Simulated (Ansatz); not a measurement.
**CdSe (rocksalt type): how the settings move a single-point run**

How sensitive is a single-point run of CdSe (rocksalt type) to its settings? A reference run comes first, then one run with altered input.

Computed with Ansatz 0.2.0 (reference: DFT, PBEsol, all-electron LAPW, scalar-relativistic, unless a step's input says otherwise).

## 1. Starting point

It takes space group Fm-3m (No. 225, cubic). The conventional cell has a = 5.513 Å, b = 5.513 Å, c = 5.513 Å, α = 90.00°, β = 90.00°, γ = 90.00°. Around Cd (site symmetry m-3m) lie 6 Se at 2.76 Å. Se (site symmetry m-3m) has 6 Cd at 2.76 Å as nearest neighbours.

As a file:

```cif
data_structure
_symmetry_space_group_name_H-M 'Fm-3m'
_symmetry_Int_Tables_number 225
_cell_length_a 5.5129
_cell_length_b 5.5129
_cell_length_c 5.5129
_cell_angle_alpha 90.000
_cell_angle_beta 90.000
_cell_angle_gamma 90.000
_cell_volume 167.55
loop_
_atom_site_label
_atom_site_type_symbol
_atom_site_symmetry_multiplicity
_atom_site_Wyckoff_symbol
_atom_site_fract_x
_atom_site_fract_y
_atom_site_fract_z
_atom_site_occupancy
Cd1 Cd 4 a 0.00000 0.00000 0.00000 1
Se1 Se 4 b 0.50000 0.00000 0.00000 1
```

## 2. Baseline

Input file input.yaml:

```yaml
crystal:
  lattice:
    - [0.0, 2.7564613135, 2.7564613135]
    - [2.7564613135, 0.0, 2.7564613135]
    - [2.7564613135, 2.7564613135, 0.0]
  atoms:
    - { symbol: Cd, position: [0.0, 0.0, 0.0] }
    - { symbol: Se, position: [0.5, 0.5, 0.5] }
kpoints:
  mp_grid: { grid: [12, 12, 12] }
scf:
  occupations: { method: fermi_dirac, width: 0.05 }
hamiltonian:
  xc: pbesol
  pseudopotentials: { kind: all_electron, lapw: { basis_error: 0.001 } }
output:
  forces: true
  stress: true
  eigenvalues: true
  populations: true
```

Command:

```bash
> ansatz run input.yaml --threads 1 --pin off --max-ram 2048MiB --backend cpu --events-out ev --progress --plain --runs-dir out
```

## 3. Changing settings: starting moments, mixing.algorithm anderson, mixing.beta 0.5, mixing.ndim 2, spin_polarized true

Edit input.yaml of step 2 so:

```diff
@@ -6,4 +6,4 @@
   atoms:
-    - { symbol: Cd, position: [0.0, 0.0, 0.0] }
-    - { symbol: Se, position: [0.5, 0.5, 0.5] }
+    - { symbol: Cd, position: [0.0, 0.0, 0.0], spin: 0.2 }
+    - { symbol: Se, position: [0.5, 0.5, 0.5], spin: 0.2 }
 kpoints:
@@ -12,2 +12,3 @@
   occupations: { method: fermi_dirac, width: 0.05 }
+  mixing: { algorithm: anderson, beta: 0.5, ndim: 2 }
 hamiltonian:
@@ -20 +21,3 @@
   populations: true
+magnetization:
+  spin_polarized: true
```

Q: Predict the outcome of this session. Wanted: for each run, ending; energy change; pressure; gap; force.

**Answer**, as computed:

```tsv
run	ending	energy change	pressure (GPa)	gap (eV)	force (eV/Å)	cycles	time
reference	converged	0	5.1	0.00	0.00	7	9.1 s
1: starting moments, mixing.algorithm anderson, mixing.beta 0.5, mixing.ndim 2, spin_polarized true	converged	0.0 meV/atom	5.1	0.00	0.00	18	29 s
```

Residual by cycle in the longest SCF loop of each run; runs are numbered as in the table. The quantity is the density residual dr2, in eV.

```tsv
cycle	reference	run 1
1	0.824	0.823
3	0.00846	0.115
4	8.2e-4	0.021
6	7.0e-7	0.00314
7	4.4e-9	6.5e-4
9	-	1.8e-4
10	-	3.6e-5
12	-	1.3e-6
13	-	7.1e-7
15	-	1.2e-7
16	-	2.4e-8
18	-	2.3e-9
```

With the changed spin polarisation and mixing the energy stays within 0.5 meV/atom: no moment survives, so both runs end on the same non-magnetic state. Semilocal functionals close small gaps, so the missing gap need not be the real solid's.
